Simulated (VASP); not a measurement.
# SrTiO3 in VASP: one cell, several levels of theory, part 2 of 2

VASP 6.6.1, plane waves, PAW. Earlier steps stand in the parts before.

### 3 Single point with r2SCAN

Input file INCAR:

```
ENCUT = 520.000000
SIGMA = 0.010000
EDIFF = 1.00e-07
ALGO = Normal
METAGGA = R2SCAN
PREC = Accurate
IBRION = -1
ISIF = 2
ISMEAR = 0
NBANDS = 28
NELM = 120
NSW = 0
LASPH = .TRUE.
LCHARG = .FALSE.
LWAVE = .FALSE.
LREAL = .FALSE.
```

Input file KPOINTS:

```
KPOINTS created by Atomic Simulation Environment
0
Gamma
6 6 6
0 0 0
```

Input file KPOINTS_OPT:

```
special points
4
Reciprocal
0.0000000000 0.0000000000 0.0000000000 1
0.0000000000 0.5000000000 0.0000000000 1
0.5000000000 0.5000000000 0.0000000000 1
0.5000000000 0.5000000000 0.5000000000 1
```

Input file POSCAR:

```
Sr Ti O
 1.0000000000000000
     3.7505774414999999    0.0000000000000000    0.0000000000000000
     0.0000000000000000    3.7505774414999999    0.0000000000000000
     0.0000000000000000    0.0000000000000000    4.0148913647000004
 Sr  Ti  O
   1   1   3
Cartesian
  0.0000000000000000  0.0000000000000000  0.0000000000000000
  1.8752887207500004  1.8752887207500004  2.0074456823500002
  1.8752887207500004  1.8752887207500004  0.0000000000000000
  1.8752887207500004  0.0000000000000000  2.0074456823500002
  0.0000000000000000  1.8752887207500004  2.0074456823500002
```

Command:

```bash
$ mpirun -np 1 vasp_std
```

Standard output, without the iteration lines:

```text
POSCAR found type information on POSCAR SrTiO
 POSCAR found :  3 types and       5 ions
 -----------------------------------------------------------------------------
|                                                                             |
|                                                                             |
|     You enforced a specific xc type in the INCAR file but a different       |
|     I HOPE YOU KNOW WHAT YOU ARE DOING!                                     |
|                                                                             |
 -----------------------------------------------------------------------------

 LDA part: xc-table for (None), standard interpolation
 POSCAR, INCAR and KPOINTS ok, starting setup
 FFT: planning ... GRIDC
 FFT: planning ... GRID_SOFT
 FFT: planning ... GRID
 WAVECAR not read
 entering main loop
 Start KPOINTS_OPT (optional k-point list driver)
k-point batch [1-4\4]
```

OSZICAR:

```text
N       E                     dE             d eps       ncg     rms          rms(c)
DAV:   1     0.417653480367E+03    0.41765E+03   -0.21776E+04  2240   0.164E+03
DAV:   2    -0.378897930758E+02   -0.45554E+03   -0.43399E+03  2556   0.457E+02
DAV:   3    -0.834288692792E+02   -0.45539E+02   -0.45181E+02  3212   0.140E+02
DAV:   4    -0.856405938307E+02   -0.22117E+01   -0.22055E+01  3356   0.260E+01
DAV:   5    -0.856888109935E+02   -0.48217E-01   -0.48203E-01  3220   0.355E+00    0.295E+01
DAV:   6    -0.623709726921E+02    0.23318E+02   -0.34542E+01  3052   0.689E+01    0.139E+01
DAV:   7    -0.629509826679E+02   -0.58001E+00   -0.38228E+00  2752   0.114E+01    0.866E+00
DAV:   8    -0.630412181524E+02   -0.90235E-01   -0.57017E-01  2704   0.523E+00    0.156E+00
DAV:   9    -0.630308527850E+02    0.10365E-01   -0.18352E-01  3408   0.333E+00    0.809E-01
DAV:  10    -0.630326376796E+02   -0.17849E-02   -0.36650E-02  2784   0.237E+00    0.454E-01
DAV:  11    -0.630314526783E+02    0.11850E-02   -0.16094E-02  3164   0.111E+00    0.151E-01
DAV:  12    -0.630312624309E+02    0.19025E-03   -0.17720E-03  3068   0.405E-01    0.810E-02
DAV:  13    -0.630312867697E+02   -0.24339E-04   -0.25295E-04  3004   0.183E-01    0.365E-02
DAV:  14    -0.630312706763E+02    0.16093E-04   -0.60971E-05  2984   0.589E-02    0.133E-02
DAV:  15    -0.630312698258E+02    0.85048E-06   -0.34015E-06  2776   0.182E-02    0.684E-03
DAV:  16    -0.630312691419E+02    0.68388E-06   -0.25735E-06  3264   0.140E-02    0.224E-03
DAV:  17    -0.630312690702E+02    0.71678E-07   -0.27277E-07  2152   0.402E-03
   1 F= -.63031269E+02 E0= -.63031269E+02  d E =0.000000E+00
       N       E                     dE             ncg
DAV:   1     0.284512730668E+04   -0.40799E+04      224
DAV:   2     0.118989688431E+04   -0.16552E+04      240
DAV:   3     0.988670440611E+03   -0.20123E+03      336
DAV:   4     0.979863400013E+03   -0.88070E+01      280
DAV:   5     0.979554607004E+03   -0.30879E+00      300
DAV:   6     0.979544687831E+03   -0.99192E-02      304
DAV:   7     0.979544546638E+03   -0.14119E-03      308
DAV:   8     0.979544538506E+03   -0.81321E-05      312
DAV:   9     0.979544538490E+03   -0.16083E-07      204
```

OUTCAR, selected sections:

```text
k-points           NKPTS =     40   k-points in BZ     NKDIM =     40   number of bands    NBANDS=     28

   NELECT =      40.0000    total number of electrons

   dimension x,y,z NGX =    28 NGY =   28 NGZ =   30
   dimension x,y,z NGXF=    56 NGYF=   56 NGZF=   60

  energy-cutoff  :      520.00
  volume of cell :       56.48
      direct lattice vectors                 reciprocal lattice vectors
     3.750577441  0.000000000  0.000000000     0.266625610  0.000000000  0.000000000
     0.000000000  3.750577441  0.000000000     0.000000000  0.266625610  0.000000000
     0.000000000  0.000000000  4.014891365     0.000000000  0.000000000  0.249072742

 k-points in reciprocal lattice and weights: KPOINTS created by Atomic Simulation Env
   0.00000000  0.00000000  0.00000000       0.005
   0.16666667  0.00000000  0.00000000       0.019
   0.33333333  0.00000000  0.00000000       0.019
   0.50000000  0.00000000  0.00000000       0.009
   0.16666667  0.16666667  0.00000000       0.019
   0.33333333  0.16666667  0.00000000       0.037
   0.50000000  0.16666667  0.00000000       0.019
   0.33333333  0.33333333  0.00000000       0.019
[... 32 more k-points ...]

 E-fermi :   4.6201

 k-point     1 :       0.0000    0.0000    0.0000
  band No.  band energies     occupation
      1     -54.1132      2.00000
      2     -29.4136      2.00000
      3     -29.3853      2.00000
      4     -29.3853      2.00000
      5     -29.3074      2.00000
      6     -14.3932      2.00000
      7     -13.5130      2.00000
      8     -13.1433      2.00000
      9     -10.8785      2.00000
     10     -10.7676      2.00000
     11     -10.7676      2.00000
     12       1.1159      2.00000
     13       1.4661      2.00000
     14       1.4661      2.00000
     15       2.8366      2.00000
     16       3.0895      2.00000
     17       3.0895      2.00000
     18       3.8992      2.00000
     19       3.9759      2.00000
     20       3.9759      2.00000
     21       6.6536      0.00000
     22       6.6536      0.00000
     23       6.7805      0.00000
     24       8.9642      0.00000
     25       9.5660      0.00000
     26      10.0863      0.00000
     27      10.6732      0.00000
     28      11.9501      0.00000

 k-point     2 :       0.1667    0.0000    0.0000
  band No.  band energies     occupation
      1     -54.1124      2.00000
      2     -29.4826      2.00000
      3     -29.3840      2.00000
      4     -29.3406      2.00000
      5     -29.3060      2.00000
      6     -14.3483      2.00000
      7     -13.4432      2.00000
      8     -13.1920      2.00000
      9     -10.8613      2.00000
     10     -10.7491      2.00000
     11     -10.5932      2.00000
     12       0.9963      2.00000
     13       1.0791      2.00000
     14       1.4402      2.00000
     15       2.4534      2.00000
     16       2.6924      2.00000
     17       2.7947      2.00000
     18       3.1647      2.00000
     19       3.7431      2.00000
     20       3.7959      2.00000
     21       6.7067      0.00000
     22       7.3426      0.00000
     23       7.4396      0.00000
     24       9.0606      0.00000
     25      10.2926      0.00000
     26      10.6738      0.00000
     27      11.2188      0.00000
     28      12.6436      0.00000

 k-point     3 :       0.3333    0.0000    0.0000
  band No.  band energies     occupation
      1     -54.1108      2.00000
      2     -29.5671      2.00000
      3     -29.3814      2.00000
      4     -29.3037      2.00000
      5     -29.3033      2.00000
      6     -14.4176      2.00000
      7     -13.2376      2.00000
      8     -13.1140      2.00000
      9     -10.8265      2.00000
     10     -10.7116      2.00000
     11     -10.2927      2.00000
     12      -0.0575      2.00000
     13       1.0267      2.00000
     14       1.4192      2.00000
     15       1.7935      2.00000
     16       2.0101      2.00000
     17       2.1035      2.00000
     18       2.3274      2.00000
     19       3.5686      2.00000
     20       3.5835      2.00000
     21       6.8173      0.00000
     22       8.4919      0.00000
     23       8.5377      0.00000
     24       9.1133      0.00000
     25      11.5411      0.00000
     26      11.8741      0.00000
     27      12.3346      0.00000
     28      13.2092      0.00000

 k-point     4 :       0.5000    0.0000    0.0000
  band No.  band energies     occupation
      1     -54.1100      2.00000
      2     -29.6044      2.00000
      3     -29.3801      2.00000
      4     -29.3019      2.00000
      5     -29.2895      2.00000
      6     -14.4948      2.00000
      7     -13.2377      2.00000
      8     -12.8912      2.00000
      9     -10.8088      2.00000
     10     -10.6926      2.00000
     11     -10.1605      2.00000
     12      -0.6195      2.00000
     13       1.0326      2.00000
     14       1.4789      2.00000
     15       1.5297      2.00000
     16       1.5954      2.00000
     17       1.7480      2.00000
     18       2.1019      2.00000
     19       3.4808      2.00000
     20       3.5286      2.00000
     21       6.8753      0.00000
     22       9.0247      0.00000
     23       9.0432      0.00000
     24       9.1277      0.00000
     25      12.0842      0.00000
     26      12.5642      0.00000
     27      12.9420      0.00000
     28      13.1013      0.00000

 k-point     5 :       0.1667    0.1667    0.0000
  band No.  band energies     occupation
      1     -54.1116      2.00000
      2     -29.4936      2.00000
      3     -29.4183      2.00000
      4     -29.3190      2.00000
      5     -29.3046      2.00000
      6     -14.2489      2.00000
      7     -13.4341      2.00000
      8     -13.1858      2.00000
      9     -10.8433      2.00000
     10     -10.7408      2.00000
     11     -10.4942      2.00000
     12       0.7522      2.00000
     13       1.0449      2.00000
     14       1.1479      2.00000
     15       1.9312      2.00000
     16       2.1744      2.00000
     17       2.9366      2.00000
     18       3.1068      2.00000
     19       3.4228      2.00000
     20       3.4995      2.00000
     21       7.3023      0.00000
     22       7.4497      0.00000
     23       7.7840      0.00000
     24       9.3325      0.00000
     25      10.9046      0.00000
     26      11.2317      0.00000
     27      11.6416      0.00000
     28      13.0046      0.00000

[... the tables of k-points 6 to 40 left out ...]

  Total        7.3833909      7.3833909      0.2931021      0.0000000      0.0000000      0.0000000
  in kB      209.4577209    209.4577209      8.3149455      0.0000000      0.0000000      0.0000000
  external PRESSURE =     142.4101291 kB  Pullay stress =       0.0000000 kB

 POSITION                                       TOTAL-FORCE (eV/Angst)
 -----------------------------------------------------------------------------------
      0.00000      0.00000      0.00000         0.000000      0.000000      0.000000
      1.87529      1.87529      2.00745         0.000000      0.000000      0.000000
      1.87529      1.87529      0.00000         0.000000      0.000000      0.000000
      1.87529      0.00000      2.00745         0.000000      0.000000      0.000000
      0.00000      1.87529      2.00745         0.000000      0.000000      0.000000
 -----------------------------------------------------------------------------------
    total drift:                                0.000000      0.000000      0.000000

  FREE ENERGIE OF THE ION-ELECTRON SYSTEM (eV)
  ---------------------------------------------------
  free  energy   TOTEN  =       -63.0312690702 eV

  energy  without entropy=      -63.0312690702  energy(sigma->0) =      -63.03126907
```

Hardware: 1 MPI rank of Intel Xeon Platinum 8488C, shared host.

The levels at the points of KPOINTS_OPT are read from vasprun.xml.

Near the gap, in eV above the top of the last filled band v; c is the band after it:

| point | v−1 | v | c | c+1 |
| --- | --- | --- | --- | --- |
| Γ | -0.44 | -0.44 | 2.24 | 2.24 |
| X | -0.93 | -0.89 | 2.46 | 4.61 |
| M | -1.52 | -0.06 | 4.62 | 4.62 |
| R | -0.20 | 0.00 | 5.08 | 5.08 |

r2SCAN gives an indirect gap of 2.24 eV, from R to Γ; the least direct gap is 2.68 eV. The pressure is 14.24 GPa; the forces vanish within 0.01 eV/Å.

### 4 Summary

The summary covers parts 1 to 2.

| level | gap (eV) | pressure (GPa) | Ansatz: gap (eV) | Ansatz: pressure (GPa) |
| --- | --- | --- | --- | --- |
| PBE | 1.80 | 17.77 | 1.84 | 17.02 |
| r2SCAN | 2.24 | 14.24 | 2.23 | 13.13 |

The gap runs from 1.80 eV (PBE) to 2.24 eV (r2SCAN). At this one volume the pressure spans 14.2 GPa (r2SCAN) to 17.8 GPa (PBE): PBE wants the largest cell and r2SCAN the smallest. The two programs agree on the gap within 0.05 eV, far less than the spread between functionals. Each program uses its own PAW datasets and cutoff.
